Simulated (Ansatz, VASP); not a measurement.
## CaS in VASP and in Ansatz

INCAR

```
PREC = Accurate ; ENCUT = 520
EDIFF = 1E-7 ; ISMEAR = 0
SIGMA = 0.1 ; LREAL = F
LASPH = T ; NELM = 100
ALGO = Normal ; ISIF = 2
LWAVE = F ; LCHARG = T
GGA = PE ; IVDW = 12
LELF = T ; LVHAR = T
NBANDS = 15
```

File KPOINTS:

```
regular mesh
0
Gamma
  6 6 6
```

File POSCAR:

```
CaS
1.0
    0.0000000000      2.8523743200      2.8523743200
    2.8523743200      0.0000000000      2.8523743200
    2.8523743200      2.8523743200      0.0000000000
Ca S
1 1
Direct
    0.0000000000      0.0000000000      0.0000000000
    0.5000000000      0.5000000000      0.5000000000
```

Input for Ansatz:

```yaml
crystal:
  lattice:
    - [0.0, 2.85237432, 2.85237432]
    - [2.85237432, 0.0, 2.85237432]
    - [2.85237432, 2.85237432, 0.0]
  atoms:
    - { symbol: Ca, position: [0.0, 0.0, 0.0] }
    - { symbol: S, position: [0.5, 0.5, 0.5] }
basis:
  ecutwfc: 420
kpoints:
  mp_grid: { grid: [6, 6, 6] }
hamiltonian:
  xc: pbe
  dispersion: d3bj
scf:
  occupations: { method: gaussian, width: 0.1 }
  lower_state_search: "off"
output:
  forces: true
  stress: true
  eigenvalues: true
```

Alike in both runs: task single point; functional PBE; dispersion D3(BJ); k mesh 6 × 6 × 6; occupations gaussian, width 0.1 eV; no spin polarisation.

```csv
,VASP,Ansatz
version,VASP 6.6.1,Ansatz 0.2.0
potentials or method,"VASP PAW PBE potentials, release 64 (Ca_sv, S)","scalar-relativistic, plane waves, PAW"
plane-wave cutoff (eV),520,420
valence electrons in the cell,16,16
```

Ansatz gave:

- gap on the k mesh at the Fermi level (eV): 2.37
- least direct gap on the mesh (eV): 3.18
- pressure (GPa): -2.1

**Question.** Estimate VASP's values.

**Answer.** gap on the k mesh at the Fermi level (eV): 2.37; least direct gap on the mesh (eV): 3.17; pressure (GPa): -2.0.

A k mesh can miss the band edges.
